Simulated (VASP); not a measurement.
# C (Fd-3m) in VASP: a series of runs

Runs on C. Level: PBE. Tasks: single point.

Program: VASP 6.6.1. These are calculated values, not measurements. Logs are shortened: lines on timing, memory, paths and dates and some standing lists are left out, and cuts for length are marked.

## (1) Starting point

Symmetry: Fd-3m, No. 227, cubic system. The conventional cell has a = 3.573 Å, b = 3.573 Å, c = 3.573 Å, α = 90.00°, β = 90.00°, γ = 90.00°. C (site symmetry -43m) is surrounded by 4 C at 1.55 Å.

This isn't the form of C at room conditions, which is graphite.

## (2) Single point, PBE

Input file INCAR:

```
ALGO = Fast ; EDIFF = 1E-7
ENCUT = 520 ; GGA = PE
ISIF = 2 ; ISMEAR = 0
LASPH = T ; LCHARG = F
LREAL = F ; LWAVE = F
NBANDS = 11 ; NELM = 80
PREC = Accurate ; SIGMA = 0.02
```

Input file KPOINTS:

```
k-points
0
Gamma
  20 20 20
```

Input file POSCAR:

```
C                                       
1.0
    0.0000000000      1.7867132742      1.7867132742
    1.7867132742      0.0000000000      1.7867132742
    1.7867132742      1.7867132742      0.0000000000
  C             
     2
Direct
     0.0000000000000000    0.0000000000000000    0.0000000000000000
     0.2500000000000000    0.2500000000000000    0.2500000000000000
```

Potentials or basis: VASP PAW PBE potentials, release 64 (C).

Started as:

```
$ cat potpaw_PBE.64/C/POTCAR > POTCAR
$ mpirun -np 1 vasp_std > vasp.out
```

OUTCAR:

```text
EDIFF = 1E-7
   ENCUT = 520
   GGA = PE
   ISIF = 2
   ISMEAR = 0
   LASPH = T
   LREAL = F
   NELM = 80
   PREC = Accurate

 ion  position               nearest neighbor table
   1  0.000  0.000  0.000-   2 1.55   2 1.55   2 1.55   2 1.55
   2  0.250  0.250  0.250-   1 1.55   1 1.55   1 1.55   1 1.55

  LATTYP: Found a face centered cubic cell.
 ALAT       =     3.5734265484

  Lattice vectors:

 A1 = (   0.0000000000,   1.7867132742,   1.7867132742)
 A2 = (   1.7867132742,   0.0000000000,   1.7867132742)
 A3 = (   1.7867132742,   1.7867132742,   0.0000000000)

Analysis of symmetry for initial positions (statically):
=====================================================================
 Subroutine PRICEL returns:
 Original cell was already a primitive cell.

 Routine SETGRP: Setting up the symmetry group for a
 face centered cubic supercell.

 Subroutine GETGRP returns: Found 48 space group operations
 (whereof 24 operations were pure point group operations)
 out of a pool of 48 trial point group operations.

The static configuration has the point symmetry T_d .
 The point group associated with its full space group is O_h .

Analysis of symmetry for dynamics (positions and initial velocities):
=====================================================================
 Subroutine PRICEL returns:
 Original cell was already a primitive cell.

 Routine SETGRP: Setting up the symmetry group for a
 face centered cubic supercell.

 Subroutine GETGRP returns: Found 48 space group operations
 (whereof 24 operations were pure point group operations)
 out of a pool of 48 trial point group operations.

The dynamic configuration has the point symmetry T_d .
 The point group associated with its full space group is O_h .

 Subroutine INISYM returns: Found 48 space group operations
 (whereof 24 operations are pure point group operations),
 and found     1 'primitive' translations

----------------------------------------------------------------------------------------

                                     Primitive cell

  volume of cell :      11.4076

  direct lattice vectors                    reciprocal lattice vectors
     0.000000000  1.786713274  1.786713274    -0.279843446  0.279843446  0.279843446
     1.786713274  0.000000000  1.786713274     0.279843446 -0.279843446  0.279843446
     1.786713274  1.786713274  0.000000000     0.279843446  0.279843446 -0.279843446

  length of vectors
     2.526794144  2.526794144  2.526794144     0.484703067  0.484703067  0.484703067

  position of ions in fractional coordinates (direct lattice)
     0.000000000  0.000000000  0.000000000
     0.250000000  0.250000000  0.250000000

  ion indices of the primitive-cell ions
   primitive index   ion index
                 1           1
                 2           2

----------------------------------------------------------------------------------------

 KPOINTS: k-points

Automatic generation of k-mesh.
 Grid dimensions read from file:
 generate k-points for:   20   20   20

 Generating k-lattice:

  Cartesian coordinates                     Fractional coordinates (reciprocal lattice)
    -0.013992172  0.013992172  0.013992172     0.050000000  0.000000000  0.000000000
     0.013992172 -0.013992172  0.013992172     0.000000000  0.050000000  0.000000000
     0.013992172  0.013992172 -0.013992172     0.000000000  0.000000000  0.050000000

  Length of vectors
     0.024235153  0.024235153  0.024235153

  Shift w.r.t. Gamma in fractional coordinates (k-lattice)
     0.000000000  0.000000000  0.000000000

 Subroutine IBZKPT returns following result:
 ===========================================

 Found    256 irreducible k-points:

 Following reciprocal coordinates:
            Coordinates               Weight
  0.000000  0.000000  0.000000      1.000000
  0.050000  0.000000  0.000000      8.000000
  0.100000  0.000000  0.000000      8.000000
  0.150000  0.000000  0.000000      8.000000
  0.200000  0.000000  0.000000      8.000000
  0.250000  0.000000  0.000000      8.000000
[... 16 lines left out ...]
 -0.400000  0.050000  0.000000     24.000000
 -0.350000  0.050000  0.000000     24.000000
 [... further k-points ...]
   k-points           NKPTS =    256   k-points in BZ     NKDIM =    256   number of bands    NBANDS=     11
   number of dos      NEDOS =    301   number of ions     NIONS =      2
   total plane-waves  NPLWV =   8000
   dimension x,y,z NGX =    20 NGY =   20 NGZ =   20
   dimension x,y,z NGXF=    40 NGYF=   40 NGZF=   40
   ions per type =               2
   NGX,Y,Z   is equivalent  to a cutoff of  13.16, 13.16, 13.16 a.u.
   NGXF,Y,Z  is equivalent  to a cutoff of  26.32, 26.32, 26.32 a.u.
 SYSTEM =  unknown system
   PREC   = accura    normal or accurate (medium, high low for compatibility)
   ISTART =      0    job   : 0-new  1-cont  2-samecut
   ICHARG =      2    charge: 1-file 2-atom 10-const
   ISPIN  =      1    spin polarized calculation?
   LNONCOLLINEAR =      F non collinear calculations
   LSORBIT =      F    spin-orbit coupling
   LASPH  =      T    aspherical Exc in radial PAW
   ENCUT  =  520.0 eV  38.22 Ry    6.18 a.u.   4.70  4.70  4.70*2*pi/ulx,y,z
   NELM   =     80;   NELMIN=  2; NELMDL= -5     # of ELM steps
   EDIFF  = 0.1E-06   stopping-criterion for ELM
   LREAL  =      F    real-space projection
   EDIFFG = 0.1E-05   stopping-criterion for IOM
   NSW    =      0    number of steps for IOM
   IBRION =     -1    ionic relax: 0-MD 1-quasi-New 2-CG
   NFREE  =      0    steps in history (QN), initial steepest desc. (CG)
   ISIF   =      2    stress and relaxation
   ISYM   =      2    0-nonsym 1-usesym 2-fastsym
   POTIM  = 0.5000    time-step for ionic-motion
   TEBEG  =    0.0;   TEEND  =   0.0 temperature during run
   PSTRESS=    0.0 pullay stress
   NELECT =       8.0000    total number of electrons
   NUPDOWN=      -1.0000    fix difference up-down
   EMIN   =  10.00;   EMAX   =-10.00  energy-range for DOS
   EFERMI =   0.00;   METHOD = LEGACY
   ISMEAR =     0;   SIGMA  =   0.02  broadening in eV -4-tet -1-fermi 0-gaus
   EFERMI_NEDOS =   21; number of points for ismear=-14 and -15
   IALGO  =     68    algorithm
   IMIX   =      4    mixing-type and parameters
     AMIX     =   0.40;   BMIX     =  1.00
     AMIX_MAG =   1.60;   BMIX_MAG =  1.00
  volume/ion in A,a.u.               =       5.70        38.49
  Fermi-wavevector in a.u.,A,eV,Ry     =   1.454476  2.748562 28.783140  2.115501
  Thomas-Fermi vector in A             =   2.571622
   LORBIT       =      0    0 simple, 1 ext, 2 COOP (PROOUT), +10 PAW based schemes
   GGA     = PE    functional components
   LHFCALC =     F    Hartree Fock is set to
   AEXX    =    0.0000 exact exchange contribution
   IVDW    =     0    specifies the selected vdW correction
   LEPSILON=     F    determine dielectric tensor
   LRPA    =     F    only Hartree local field effects (RPA)
 non-spin polarized calculation
 RMM-DIIS sequential band-by-band and
 Gauss-broadening in eV      SIGMA  =   0.02
  energy-cutoff  :      520.00
  volume of cell :       11.41
 maximum number of plane-waves:       331
   NGX =  9   NGY =  9   NGZ =  9

 number of electron       7.9999999 magnetization

 Free energy of the ion-electron system (eV)
  ---------------------------------------------------
  ext. energy  EPLUGINS =         0.00000000
  ---------------------------------------------------
  free energy    TOTEN  =       -18.18583782 eV

  energy without entropy =      -18.18583782  energy(sigma->0) =      -18.18583782

 E-fermi :   9.8745     XC(G=0): -13.2228

 val. band max:        9.6487253708   @ k =   0.0000   0.0000   0.0000
 cond. band min:      13.7695743661   @ k =   0.3500   0.3500   0.0000
 fundamental gap:      4.1208489954
 Fermi energy:         9.8745070750

 k-point     1 :       0.0000    0.0000    0.0000
  band No.  band energies     occupation
      1     -11.7531      2.00000
      2       9.6487      2.00000
      3       9.6487      2.00000
      4       9.6487      2.00000
      5      15.2233      0.00000
      6      15.2233      0.00000
      7      15.2233      0.00000
      8      22.8523      0.00000
      9      28.8712      0.00000
     10      36.1217      0.00000
     11      36.1222      0.00000

 k-point     2 :       0.0500    0.0000    0.0000
  band No.  band energies     occupation
      1     -11.6840      2.00000
      2       9.1667      2.00000
      3       9.5260      2.00000
      4       9.5260      2.00000
      5      15.3837      0.00000
      6      15.3837      0.00000
      7      15.5193      0.00000
      8      22.9134      0.00000
      9      28.9920      0.00000
     10      34.9057      0.00000
     11      34.9057      0.00000

 k-point     3 :       0.1000    0.0000    0.0000
  band No.  band energies     occupation
      1     -11.4772      2.00000
      2       7.9806      2.00000
      3       9.2052      2.00000
      4       9.2052      2.00000
      5      15.8061      0.00000
      6      15.8061      0.00000
      7      16.1582      0.00000
      8      23.0955      0.00000
      9      29.3158      0.00000
     10      33.6072      0.00000
     11      33.6072      0.00000
[... 267 lines left out ...]
 k-point    23 :      -0.4000    0.0500    0.0000
  band No.  band energies     occupation
      1      -7.1225      2.00000
      2      -2.1250      2.00000
      3       6.5509      2.00000
      4       7.0377      2.00000
      5      18.0820      0.00000
      6      18.1510      0.00000
      7      18.5809      0.00000
      8      25.1446      0.00000
      9      30.8872      0.00000
     10      33.6265      0.00000
     11      34.0677      0.00000

 k-point    24 :      -0.3500    0.0500    0.0000
  band No.  band energies     occupation
      1      -8.0864      2.00000
      2      -0.6797      2.00000
      3       6.6536      2.00000
      4       7.3128      2.00000
      5      17.9064      0.00000
      6      18.2028      0.00000
      7      18.4689      0.00000
      8      24.8870      0.00000
      9      30.6484      0.00000
     10      32.4616      0.00000
     11      33.9402      0.00000

 [... further k-points ...]

------------------------ aborting loop because EDIFF is reached ----------------------------------------

  FORCE on cell =-STRESS in cart. coord.  units (eV):
  Direction    XX          YY          ZZ          XY          YZ          ZX
  --------------------------------------------------------------------------------------
  -------------------------------------------------------------------------------------
  Total       -0.0000546     -0.0000546     -0.0000546     -0.0000000      0.0000000     -0.0000000
  in kB       -0.0076753     -0.0076753     -0.0076753     -0.0000000      0.0000000     -0.0000000
  external PRESSURE =      -0.0076753 kB  Pullay stress =       0.0000000 kB

 VOLUME and BASIS-vectors are now :
 -----------------------------------------------------------------------------
  energy-cutoff  :      520.00
  volume of cell :       11.41
      direct lattice vectors                 reciprocal lattice vectors
     0.000000000  1.786713274  1.786713274    -0.279843446  0.279843446  0.279843446
     1.786713274  0.000000000  1.786713274     0.279843446 -0.279843446  0.279843446
     1.786713274  1.786713274  0.000000000     0.279843446  0.279843446 -0.279843446

 POSITION                                       TOTAL-FORCE (eV/Angst)
 -----------------------------------------------------------------------------------
      0.00000      0.00000      0.00000        -0.000000     -0.000000     -0.000000
      0.89336      0.89336      0.89336         0.000000      0.000000      0.000000
 -----------------------------------------------------------------------------------
    total drift:                                0.000000      0.000000      0.000000

  FREE ENERGIE OF THE ION-ELECTRON SYSTEM (eV)
  ---------------------------------------------------
  free  energy   TOTEN  =       -18.1858378189 eV

  energy  without entropy=      -18.1858378189  energy(sigma->0) =      -18.18583782
```

Wall time 18 s (1 thread of Intel Xeon Platinum 8488C (Sapphire Rapids), shared host); peak memory 0.13 GiB.

Results:

- Free energy: -18.1858 eV
- Pressure: 0.0 GPa
- Band gap on the k mesh: 4.12 eV, indirect (least direct gap 5.57 eV)

A k mesh can miss the band edges. PBE gaps usually lie below the measured ones, often by a third to a half.

(Continued in part 2 of 2.)
